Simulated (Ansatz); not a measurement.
Relaxing W

Method: DFT r2SCAN, scalar-relativistic, plane waves, PAW in Ansatz 0.2.0. Run with 500 eV cutoff, 18×18×18 k-mesh, Gaussian smearing of 0.10 eV, no spin polarisation.

What was changed: relaxed at 30 GPa.

Spin–orbit coupling is left out, which can shift energies with elements as heavy as these.

Command:

```bash
ansatz run input.yaml --threads 1 --pin off --max-ram 2560MiB --backend cpu --events-out ev --progress --plain --runs-dir out
```

Input:

```yaml
crystal:
  lattice:
    - [-1.5423592145, 1.5423592145, 1.5423592145]
    - [1.5423592145, -1.5423592145, 1.5423592145]
    - [1.5423592145, 1.5423592145, -1.5423592145]
  atoms:
    - { symbol: W, position: [0.0, 0.0, 0.0] }
basis:
  ecutwfc: 500
kpoints:
  mp_grid: { grid: [18, 18, 18] }
hamiltonian:
  xc: r2scan
scf:
  occupations: { method: gaussian, width: 0.1 }
output:
  forces: true
  stress: true
  eigenvalues: true
relax:
  adjacent_minimum: "off"
  f_tol: 0.008
  max_steps: 50
  cell: { stress_tol: 0.08, p_target: 30.0 }
```

F is the free energy. Steps run on the plane waves of an earlier cell, but the last one, and at times one on the way, on a freshly chosen basis, so a repeated geometry can differ a little in energy. The relaxation lowers the enthalpy F + PV at the target pressure, so F itself can rise.

Steps:

| step | F − F(1) (eV) | largest force component (eV/Å) | V (Å³/atom) | P (GPa) |
| --- | --- | --- | --- | --- |
| 1 | 0.0000 | 0.000 | 14.676 | 30.57 |
| 2 | -0.0131 | 0.000 | 14.748 | 28.43 |
| 3 | -0.0036 | 0.000 | 14.695 | 30.00 |
| 4 | -0.0036 | 0.000 | 14.695 | 30.00 |

Relaxed structure:

```yaml
crystal:
  lattice:
    - [-1.54302, 1.54302, 1.54302]
    - [1.54302, -1.54302, 1.54302]
    - [1.54302, 1.54302, -1.54302]
  atoms:
    - { symbol: W, position: [0.00000, 0.00000, 0.00000] }
```

The structure is cubic, space group Im-3m (No. 229). Conventional cell: a = 3.086 Å, b = 3.086 Å, c = 3.086 Å, α = 90.00°, β = 90.00°, γ = 90.00°. Around W (site symmetry m-3m) lie 8 W at 2.67 Å.

The run converged. It took 12 s on 1 thread of Intel(R) Xeon(R) Platinum 8375C CPU @ 2.90GHz (Ice Lake) (shared host), peak memory 0.43 GiB.